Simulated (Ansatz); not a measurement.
What does this script print? It uses Ansatz 0.2.0, Python API.

`POSCAR`
```text
GaP
1.0
   0.00000000    2.72525000    2.72525000
   2.72525000    0.00000000    2.72525000
   2.72525000    2.72525000    0.00000000
Ga P
1 1
Direct
   0.00000000    0.00000000    0.00000000
   0.25000000    0.25000000    0.25000000
```

Script `run_terms.py`:
```python
"""Taking single terms out of the free energy of GaP."""

import logging
import sys
import warnings

import ansatz as az
from ase.io import read

logging.basicConfig(stream=sys.stdout, format="[%(levelname)s] %(message)s")
logger = logging.getLogger("calc")
logger.setLevel(logging.INFO)

MESH = (8, 8, 8)
FILLING = "fixed"

warnings.simplefilter("ignore", az.DeckWarning)

atoms = read("POSCAR", format="vasp")
structure = az.Crystal.from_ase(atoms)

setup = structure.calculation().kpoints(*MESH).occupations(FILLING)
with_term = setup.functional("pbesol", dispersion="d4").basis(340).cutoff_correction(590).run(threads=1).report
without = setup.functional("pbesol").basis(340).run(threads=1).report
finer = setup.functional("pbesol").basis(590).run(threads=1).report
removed = az.free_energy_without(with_term, az.EnergyTerm.DISPERSION)
logger.info(f"dispersion term            {with_term['components']['e_disp']:.5f} eV")
logger.info(f"F less dispersion          {removed:.5f} eV, run without it {without['free_energy_ev']:.5f} eV")
logger.info(f"F less smearing term       {az.free_energy_without(without, az.EnergyTerm.SMEARING):.5f} eV")
logger.info(f"estimated gain to 590 eV   {with_term['cutoff_correction']['energy_ev']:.5f} eV, found {finer['free_energy_ev'] - without['free_energy_ev']:.5f} eV")
```

`python run_terms.py` gives:
```text
[INFO] dispersion term            -0.47426 eV
[INFO] F less dispersion          -4484.03020 eV, run without it -4484.03020 eV
[INFO] F less smearing term       -4484.03020 eV
[INFO] estimated gain to 590 eV   -0.02598 eV, found -0.02601 eV
```

Absolute energies stand on the zero of these potentials, so only differences at equal settings mean something. A total without «per atom» is that of the whole cell that was run. The cutoff lies under the one recommended for these potentials in some of the runs. The starting cell is as deposited in a crystallographic database; the results hold for this polymorph, which needn't be the stable one. The script silences the warnings on its input, which a real study should read. Run time: 5.2 s on 1 thread of Arm Neoverse V1, on a shared host, peak memory 0.44 GiB.
